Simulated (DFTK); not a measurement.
The system is KI.

```
I K
1.0
     0.00000    3.53277    3.53277
     3.53277    0.00000    3.53277
     3.53277    3.53277    0.00000
I K
1 1
Cartesian
  3.5328 3.5328 3.5328
  0.0000 0.0000 0.0000
```

Base run:

* Program: DFTK 0.8.2
* Functional: PBE
* Potentials or basis: dojo.nc.sr.pbe.v0_4_1.standard.upf (PBE)
* Cutoff: 1007 eV
* k mesh: 7 × 7 × 7
* Occupations: fermi-dirac, width 0.05 eV
* Spin: no spin polarisation

Its results: band gap on the k mesh 3.96 eV, direct.

The run is repeated on the same cell with these changes: functional from PBE to LDA; potentials or basis from dojo.nc.sr.pbe.v0_4_1.standard.upf (PBE) to cp2k.nc.sr.lda.v0_1.largecore.gth (LDA, GTH, large core); cutoff from 1007 eV to 544 eV; valence electrons from 16 to 8. What comes out?

Band gap on the k mesh 3.57 eV, direct.

Caveats: spin-orbit coupling is left out, which moves the levels of the heavy elements; an odd mesh through Γ misses points on the zone boundary, where band edges often lie (some runs); this set keeps more shells in the core, which shifts pressures and gaps (some runs).

Not every run made on this cell is shown here.
